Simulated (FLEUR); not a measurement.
# Al (Fm-3m) in FLEUR: a series of runs, part 2 of 2

FLEUR MaX-R8.1 (later development tree).

### 4 Equation of state, revPBE, 15.94 Å³/atom (volume scaled by 0.96)

File inp.xml:

```xml
<?xml version="1.0" encoding="UTF-8" standalone="no"?>
<fleurInput fleurInputVersion="0.39">
   <comment>
      Al                                                                                                  
   </comment>
   <calculationSetup>
      <cutoffs Kmax="4.1" Gmax="12.7" GmaxXC="12.7" numbands="0"/>
      <scfLoop itmax="60" minDistance="0.00001" maxIterBroyd="15" imix="Anderson" alpha="0.05" precondParam="0.0" spinf="2.0" sdNocoIR="T"/>
      <coreElectrons ctail="T" frcor="F" kcrel="0" coretail_lmax="0"/>
      <xcFunctional name="rpbe" relativisticCorrections="F"/>
      <magnetism jspins="1"/>
      <soc l_soc="F" theta="0.0" phi="0.0" spav="F"/>
      <expertModes spex="0" secvar="F"/>
      <geometryOptimization l_f="F" forcealpha="1.0" forcemix="BFGS" epsdisp="0.00001" epsforce="0.00001"/>
      <ldaU l_linMix="F" mixParam="0.05" spinf="1.0"/>
   </calculationSetup>
   <cell>
      <bzIntegration valenceElectrons="11.0" mode="hist" fermiSmearingEnergy="0.00183747">
         <kPointListSelection listName="default-1"/>
         <!-- k-points included here -->
         <xi:include xmlns:xi="http://www.w3.org/2001/XInclude" href="kpts.xml"> </xi:include>
      </bzIntegration>
      <!-- symmetry operations included here -->
      <xi:include xmlns:xi="http://www.w3.org/2001/XInclude" href="sym.xml"> </xi:include>
      <bulkLattice scale="0.9864848297">
         <bravaisMatrix>
            <row-1>    0.0000000000000000     3.8263269057207032     3.8263269057207032</row-1>
            <row-2>    3.8263269057207032     0.0000000000000000     3.8263269057207032</row-2>
            <row-3>    3.8263269057207032     3.8263269057207032     0.0000000000000000</row-3>
         </bravaisMatrix>
      </bulkLattice>
   </cell>
   <atomSpecies>
      <species name="Aluminum (Al)" element="Al" atomicNumber="13">
         <mtSphere radius="2.45" gridPoints="829" logIncrement="0.014"/>
         <atomicCutoffs lmax="10" lnonsphr="8"/>
         <electronConfig flipSpins="F">
            <coreConfig>(1s1/2)</coreConfig>
            <valenceConfig>(2s1/2) (2p1/2) (2p3/2) (3s1/2) (3p1/2) (3p3/2)</valenceConfig>
            <stateOccupation state="(3p1/2)" spinUp="0.166667" spinDown="0.166667"/>
            <stateOccupation state="(3p3/2)" spinUp="0.333333" spinDown="0.333333"/>
         </electronConfig>
         <energyParameters s="3" p="3" d="3" f="4"/>
         <lo type="SCLO" l="0" n="2" eDeriv="0"/>
         <lo type="SCLO" l="1" n="2" eDeriv="0"/>
         <lo type="SCLO" l="2" n="3" eDeriv="2"/>
         <lo type="SCLO" l="3" n="4" eDeriv="2"/>
      </species>
   </atomSpecies>
   <atomGroups>
      <atomGroup species="Aluminum (Al)">
         <relPos label="                   1">.0000000000 .0000000000 .0000000000</relPos>
         <force calculate="T" relaxXYZ="TTT"/>
      </atomGroup>
   </atomGroups>
   <output dos="F" band="F" slice="F">
      <checks vchk="F" cdinf="F"/>
      <bandDOS minEnergy="-.5*Htr" maxEnergy="0.5*Htr" sigma="0.015" storeEVData="T"/>
      <vacuumDOS vacdos="F" integ="F" star="F" nstars="0" locx1="0.0" locy1="0.0" locx2="0.0" locy2="0.0" nstm="0" tworkf="0.0"/>
      <unfoldingBand unfoldBand="F" supercellX="1" supercellY="1" supercellZ="1"/>
      <plotting iplot="0" polar="F">
         <plot TwoD="T" vec1="  1.0  0.0  0.0" vec2="  0.0  1.0  0.0" vec3="  0.0  0.0  1.0" zero="  0.0  0.0  0.0" file="plot"/>
      </plotting>
      <chargeDensitySlicing numkpt="0" minEigenval="0.0" maxEigenval="0.0" nnne="0" pallst="F"/>
      <specialOutput eonly="F"/>
      <moessbauerParams electricFieldGradient="T" isomerShift="T" coreHyperfine="T" valenceHyperfine="T"/>
      <magneticCircularDichroism mcd="F" energyLo="-10.0" energyUp="0.0"/>
   </output>
  <!-- We include the file relax.xml here to enable relaxations (see documentation) -->
  <xi:include xmlns:xi="http://www.w3.org/2001/XInclude" href="relax.xml"> <xi:fallback/> </xi:include>
</fleurInput>
```

Started as:

```bash
$ inpgen -f crystal.txt -profile fastHighL
$ # inp.xml edited to the form shown
$ fleur_MPI
```

It took 6.4 s on 1 thread of Arm Neoverse V2, shared host; peak memory 0.08 GiB.

The run converged. Its results:

* Free energy: -6609.6488 eV
* Band gap on the k mesh: none (metal or under the smearing width)
* Valence electrons inside the program's atomic spheres: Al 9.75 (radii Al 2.45 bohr)

### 5 Equation of state, revPBE, 16.60 Å³/atom

inp.xml, as its differences from that of step 4:

```diff
@@ -24,3 +24,3 @@
       <xi:include xmlns:xi="http://www.w3.org/2001/XInclude" href="sym.xml"> </xi:include>
-      <bulkLattice scale="0.9864848297">
+      <bulkLattice scale="1.0000000000">
          <bravaisMatrix>
```

Started as:

```bash
$ inpgen -f crystal.txt -profile fastHighL
$ # inp.xml edited to the form shown
$ fleur_MPI
```

Wall time 6.6 s (1 thread of Arm Neoverse V2, shared host); peak memory 0.08 GiB.

It converged, with:

```
Free energy                                           : -6609.6589 eV
Band gap on the k mesh                                : none (metal or under the smearing width)
Valence electrons inside the program's atomic spheres : Al 9.69 (radii Al 2.45 bohr)
```

### 6 Equation of state, revPBE, 17.27 Å³/atom (volume scaled by 1.04)

inp.xml, as its differences from that of step 5:

```diff
@@ -24,3 +24,3 @@
       <xi:include xmlns:xi="http://www.w3.org/2001/XInclude" href="sym.xml"> </xi:include>
-      <bulkLattice scale="1.0000000000">
+      <bulkLattice scale="1.0131594038">
          <bravaisMatrix>
```

Potentials or basis: all-electron, FLAPW.

Started as:

```bash
$ inpgen -f crystal.txt -profile fastHighL
$ # inp.xml edited to the form shown
$ fleur_MPI
```

Wall time 6.9 s (1 thread of Arm Neoverse V2, shared host); peak memory 0.08 GiB.

The run converged. Its results:

| Item | Value |
| --- | --- |
| Free energy | -6609.6557 eV |
| Band gap on the k mesh | none (metal or under the smearing width) |
| Valence electrons inside the program's atomic spheres | Al 9.64 (radii Al 2.45 bohr) |

### 7 Equation of state, revPBE, 17.60 Å³/atom (volume scaled by 1.06)

inp.xml, as its differences from that of step 6:

```diff
@@ -24,3 +24,3 @@
       <xi:include xmlns:xi="http://www.w3.org/2001/XInclude" href="sym.xml"> </xi:include>
-      <bulkLattice scale="1.0131594038">
+      <bulkLattice scale="1.0196128224">
          <bravaisMatrix>
```

Started as:

```bash
$ inpgen -f crystal.txt -profile fastHighL
$ # inp.xml edited to the form shown
$ fleur_MPI
```

It took 6.9 s on 1 thread of Arm Neoverse V2, shared host; peak memory 0.08 GiB.

Results (log left out):

| Quantity | Value |
| --- | --- |
| Free energy | -6609.6499 eV |
| Band gap on the k mesh | none (metal or under the smearing width) |
| Valence electrons inside the program's atomic spheres | Al 9.62 (radii Al 2.45 bohr) |

### 8 Equation of state, revPBE

Potentials or basis: all-electron, FLAPW.

No new run: the results of the series are fitted here.

What came out:

```yaml
Equilibrium_volume: 16.76 Å³/atom
Bulk_modulus: 77 GPa
Pressure_derivative_of_the_bulk_modulus: "4.4 (rough: it moves with the points fitted)"
```

Energy against volume, from the lowest point:
| volume (Å³/atom) | energy (meV/atom) |
| --- | --- |
| 15.607 | 21.21 |
| 15.939 | 10.15 |
| 16.603 | 0.00 |
| 17.267 | 3.21 |
| 17.599 | 9.01 |

### 9 Comparison with measurements

Step 8. Measured bulk modulus of Al: 76.9 GPa (quoted in “The interpretation of polycrystalline coherent inelastic neutron scattering from aluminium”, 2013, pmc:3831299). This calculation gives 77 GPa (+0.4 %). The fit is for a static lattice scaled at fixed shape and fixed fractional positions. The cell as given is a measured one (16.60 Å³/atom); revPBE puts the equilibrium volume +0.9 % from it, thermal expansion not counted.
